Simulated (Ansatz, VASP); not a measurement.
**C in VASP and in Ansatz**

```xyz
12
Lattice="2.3882 0.0000 0.0000 -1.1941 2.0682 0.0000 0.0000 0.0000 12.5845" Properties=species:S:1:pos:R:3 pbc="T T T"
C     0.0000    0.0000    2.3515
C     0.0000    0.0000    8.6438
C     0.0000    0.0000    3.9407
C     0.0000    0.0000   10.2330
C     0.0000    1.3788    6.5536
C     1.1941    0.6894    0.2613
C     0.0000    1.3788   12.3232
C     1.1941    0.6894    6.0309
C     0.0000    1.3788    8.1182
C     1.1941    0.6894    1.8259
C     0.0000    1.3788   10.7586
C     1.1941    0.6894    4.4663
```

Alike in both runs: task single point; functional PBE; k mesh 12 × 12 × 2; occupations gaussian, width 0.05 eV; no spin polarisation.

|  | VASP | Ansatz |
| --- | --- | --- |
| version | VASP 6.6.1 | Ansatz 0.2.0 |
| potentials or method | VASP PAW PBE potentials, release 64 (C) | scalar-relativistic, plane waves, PAW |
| plane-wave cutoff (eV) | 520 | 520 |
| valence electrons in the cell | 48 | 48 |

|  | VASP | Ansatz | Ansatz less VASP |
| --- | --- | --- | --- |
| gap on the k mesh at the Fermi level (eV) | 3.94 | 3.94 | +0.004 |
| least direct gap on the mesh (eV) | 3.94 | 3.94 | +0.004 |
| rms of the force components (eV/Å) | 0.217 | 0.203 | -0.0140 |

Atom by atom the forces differ by 0.014 eV/Å (rms over components). With one functional, cell and mesh, what is left measures potentials, basis and numerics.
